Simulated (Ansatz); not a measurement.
The system is BAs.

```
As B
1.0
     0.00000    2.38850    2.38850
     2.38850    0.00000    2.38850
     2.38850    2.38850    0.00000
As B
1 1
Direct
  0.25000 0.25000 0.25000
  0.00000 0.00000 0.00000
```

Program: Ansatz 0.2.0. Alike in all runs: cell as given.

Task: Order these runs on this cell by their pressure, lowest first.
A. level PBE+D3(BJ); potentials or basis all-electron LAPW, relativistic spinors; spin SOC, no magnetisation; k mesh 8 × 8 × 8; cutoff (eV) 317; smearing fermi-dirac 0.15 eV; basis error allowed 0.001 eV/atom
B. level RPBE-LYP; potentials or basis all-electron LAPW, non-relativistic; spin collinear, ferromagnetic start; k mesh 10 × 10 × 10; cutoff (eV) 315; smearing fermi-dirac 0.1 eV; basis error allowed 0.001 eV/atom
C. level rPW86-PBE; potentials or basis all-electron LAPW, scalar-relativistic; spin off; k mesh 10 × 10 × 10; cutoff (eV) 289; smearing tetrahedron; basis error allowed 0.002 eV/atom

Result: A (-1.2 GPa), C (6.8 GPa), B (10.8 GPa).

Caveats: relativity is left out, which matters for the heavier elements (some runs).

Not every run made on this cell is shown here.
